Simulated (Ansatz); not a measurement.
Runs of Ansatz 0.2.0 on MgS. Symmetry: P6_3mc, No. 186, hexagonal system. Conventional cell: a = 4.035 Å, b = 4.035 Å, c = 6.432 Å, α = 90.00°, β = 90.00°, γ = 120.00°. S (site symmetry 3m) has 4 Mg at 2.45 to 2.47 Å as nearest neighbours. Around Mg (site symmetry 3m) lie 4 S at 2.45 to 2.47 Å. The cell comes from a database or a generator and needn't be the stable form of this composition.

```tsv
level	gap on the mesh (eV)	pressure (GPa)	relaxed volume (Å³/atom)	largest force (eV/Å)
PBE+D3(BJ)	3.55	0.0	(b)	0.01
PBE	3.37	0.0	23.10	0.01
PBE+D4	(a)	0.0	22.38	0.01
PBE+D3(BJ)-ATM	3.54	0.0	(c)	0.01
```

Alike in all rows: task relaxation of cell and atoms; potentials or basis Ansatz PAW; no spin polarisation; cell relaxed; k mesh 8 × 8 × 4; cutoff (eV) 420; smearing fermi-dirac 0.05 eV.

Task: Fill in the values left out.

Result: (a) 3.52; (b) 22.25; (c) 22.32.

Caveats: the plane-wave basis is chosen anew once the cell has moved, so the energies of steps on either side of that aren't comparable.

